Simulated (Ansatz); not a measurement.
InSe: single point with PBE

**Measured values to compare with.**

From “The Interaction of Hydrogen with the van der Waals Crystal γ-InSe”, 2020, pmc:7321205, for a bulk crystal of InSe at 300 K: band gap 1.25 eV.

InSe:

```
In Se
1.0
     2.00000    1.15470    8.44000
    -2.00000    1.15470    8.44000
     0.00000   -2.30940    8.44000
In Se
2 2
Cartesian
  0.0000 0.0000 22.4994
  0.0000 0.0000 0.0000
  0.0000 0.0000 4.3525
  0.0000 0.0000 9.7102
```

* Program: Ansatz 0.2.0
* Task: single point
* Functional: PBE
* Potentials or basis: Ansatz PAW
* Cutoff: 420 eV (not typed: the program's choice for these potentials)
* k mesh: 8 × 8 × 8
* Occupations: gaussian, width 0.027 eV
* Spin: no spin polarisation

| Quantity | Value |
| --- | --- |
| Pressure | 2.7 GPa |
| Largest force | 0.365 eV/Å |
| Band gap on the k mesh | 0.44 eV, direct |

Forces in eV/Å, atoms in the order of the input:
```
In   0.000  0.000  0.365
In   0.000  0.000 -0.350
Se   0.000  0.000 -0.258
Se   0.000  0.000  0.242
```

Stress tensor (GPa, compression positive):
```
3.15 0.00 0.00
0.00 3.15 0.00
0.00 0.00 1.95
```

Levels at points of the mesh, in eV from the valence-band top:
```csv
k point,band 25,band 26,band 27,band 28,band 29,band 30,band 31,band 32,band 33,band 34
"(0.00, 0.00, 0.00)",-1.51,-1.30,-1.30,-1.21,-1.21,1.70,2.11,4.40,4.40,5.19
"(0.00, 0.00, -0.50)",-3.46,-2.38,-2.34,-2.24,-1.67,1.22,1.97,3.64,3.99,4.81
"(0.00, -0.50, -0.50)",-3.22,-2.65,-2.50,-2.05,-1.50,1.19,1.98,3.30,3.62,4.41
"(-0.50, -0.50, -0.50)",-1.37,-1.37,-1.14,-1.14,0.00,0.44,2.17,4.32,4.32,5.62
```

Run time: 22 s on 2 threads of Intel(R) Xeon(R) Processor @ 2.50GHz (Skylake/Cascade Lake), with other jobs on the host, peak memory 0.5 GiB.

A measured gap of InSe is 1.25 eV (300 K; “The Interaction of Hydrogen with the van der Waals Crystal γ-InSe”, 2020, pmc:7321205); the calculated 0.44 eV misses it by -0.81 eV. Spin-orbit coupling on In, Se is left out. The value is that of PBE on a finite k mesh, which can miss the band edges, without temperature or zero-point motion. Semilocal functionals fall short of measured gaps as a rule.

Caveat: spin-orbit coupling is left out, which moves the levels of the heavy elements.
